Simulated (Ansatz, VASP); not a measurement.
Two plane-wave programs on BaTiO3

```
CELL_PARAMETERS angstrom
3.96986 0.00000 0.00000
0.00000 3.96986 0.00000
0.00000 0.00000 3.96989
ATOMIC_POSITIONS crystal
Ba 0.00000 0.00000 0.00000
Ti 0.50000 0.50000 0.50000
O 0.50000 0.50000 0.00000
O 0.50000 0.00000 0.50000
O 0.00000 0.50000 0.50000
```

Alike in both runs: functional PBEsol; k mesh 8 × 8 × 8; occupations gaussian, width 0.02 eV; no spin polarisation.

Ansatz relaxed the structure, and its values are those at the end. VASP's run is a single point on that final structure, the one shown.

```csv
,VASP,Ansatz
version,VASP 6.6.1,Ansatz 0.2.0
potentials or method,"VASP PAW PBE potentials, release 64 (Ba_sv, Ti_sv, O)","scalar-relativistic, plane waves, PAW"
plane-wave cutoff (eV),520,420
valence electrons in the cell,40,40
```

|  | VASP | Ansatz | Ansatz less VASP |
| --- | --- | --- | --- |
| gap on the k mesh at the Fermi level (eV) | 1.75 | 1.82 | +0.071 |
| least direct gap on the mesh (eV) | 1.87 | 1.89 | +0.029 |
| pressure (GPa) | 2.0 | 0.0 | -2.01 |

Caveats: the PAW data sets were made with another functional, which shifts forces and pressure a little (VASP); spin-orbit coupling is left out, which moves the levels of the heavy elements. A k mesh can miss the band edges. Expect the measured gap to be larger: semilocal functionals such as PBEsol lack the derivative discontinuity.
